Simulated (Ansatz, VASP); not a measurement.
# Two plane-wave programs on Pt

The input INCAR:

```
  PREC = Accurate
  ENCUT = 600
  EDIFF = 1E-7
  ISMEAR = -1
  SIGMA = 0.1
  LREAL = False
  LASPH = True
  NELM = 100
  ALGO = Normal
  ISIF = 3
  LWAVE = False
  LCHARG = False
  GGA = RP
  IBRION = 2
  NSW = 80
  EDIFFG = -0.01
```

The input KPOINTS:

```
regular mesh
0
Gamma
  12 12 12
```

File POSCAR:

```
Pt
1.0
    2.5356188197      0.0000000000      0.0000000000
    0.0000000000      2.5356188197      0.0000000000
    0.0000000000      0.0000000000      2.5356188197
Pt
1
Direct
    0.0000000000      0.0000000000      0.0000000000
```

Input for Ansatz:

```yaml
crystal:
  lattice:
    - [2.5356188197, 0.0, 0.0]
    - [0.0, 2.5356188197, 0.0]
    - [0.0, 0.0, 2.5356188197]
  atoms:
    - { symbol: Pt, position: [0.0, 0.0, 0.0] }
hamiltonian:
  xc: rpbe
  pseudopotentials:
    kind: paw
    azcp:
      Pt: "pseudopotentials/Pt.paw.azcp"
basis:
  ecutwfc: 420
  fft_grid_basis: typed
kpoints:
  mp_grid: { grid: [12, 12, 12], shift: [0, 0, 0] }
magnetization:
  spin_polarized: false
scf:
  occupations: { method: fermi_dirac, width: 0.1 }
relax:
  max_steps: 60
  f_tol: 0.01
  cell: {}
output:
  write_density: true
  write_potential: true
  elf: true
  volumetric_format: npy
```

The cell was built by a generator and needn't be a form met in nature.

Alike in both runs: task relaxation of cell and atoms; functional RPBE; k mesh 12 × 12 × 12; occupations fermi-dirac, width 0.1 eV; no spin polarisation.

```csv
,VASP,Ansatz
version,VASP 6.6.1,Ansatz 0.2.0
potentials or method,"VASP PAW PBE potentials, release 64 (Pt)","plane waves (420 eV) with PAW, scalar-relativistic"
plane-wave cutoff (eV),600,420
valence electrons in the cell,10,18
```

```csv
,VASP,Ansatz,Ansatz less VASP
relaxed volume (Å³/atom),18.41,18.46,+0.046
relaxed cell length with the largest relative difference (Å),2.641,2.643,+0.0022
energy change over the relaxation (meV/atom),-167,-175,-7.3
```

The two sets of potentials don't hold the same shells in valence.

Caveats: the PAW data sets were made with another functional, which shifts forces and pressure a little (VASP). Spin-orbit coupling is left out, which matters for the levels of Pt.
